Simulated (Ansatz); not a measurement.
# The bulk modulus of LiNbO3 from a series of volumes

Reference cell: a structure deposited in the COD, ions relaxed with PBE at fixed cell.

Space group R3c:H (No. 161); a = 5.1502, c = 13.8653 Å, γ = 120.00°.

| site | Wyckoff | site symmetry | x | y | z |
| --- | --- | --- | --- | --- | --- |
| Li | 6a | 3. | 0.0000 | 0.0000 | 0.7223 |
| Nb | 6a | 3. | 0.0000 | 0.0000 | 0.0044 |
| O | 18b | 1 | 0.6771 | 0.7106 | 0.6080 |

One atom of each set is listed; the run and its k-mesh use a cell of 10 atoms with edges of 5.50, 5.50, 5.50 Å.

Level of theory: DFT, PBE, plane waves and PAW, scalar-relativistic, 420 eV cutoff, Γ-centred 7×7×7 k-points, Fermi–Dirac smearing 0.02 eV (Ansatz 0.2.0).

The cell is scaled uniformly, and the ions relax again at each size.

| V/V₀ | pressure (GPa) | gap on the k-mesh (eV) |
| --- | --- | --- |
| 0.94 | 11.4 | 3.63 |
| 0.96 | 8.3 | 3.60 |
| 0.98 | 5.4 | 3.58 |
| 1.00 | 2.9 | 3.57 |
| 1.02 | 0.7 | 3.55 |
| 1.04 | ? | ? |
| 1.06 | -3.0 | 3.54 |

**Question.** Estimate the row at V/V₀ = 1.04 and the bulk modulus.

**Answer.** pressure (GPa): -1.3; gap on the k-mesh (eV): 3.54. Worked: a parabola in ln(V/V₀) through the other 6 rows gives -1.3 GPa there. It crosses zero pressure at V/V₀ = 1.027, the equilibrium volume of this functional, where the bulk modulus is B = −dP/d ln V = 103 GPa. The shape of the cell is held, so in this non-cubic crystal both values are those of uniform scaling, and B is an upper bound to the hydrostatic one. The gap falls as the cell grows, by 0.008 eV per per cent of volume.

PBE gaps are too small, by a third to a half in many semiconductors; their changes with volume are better.
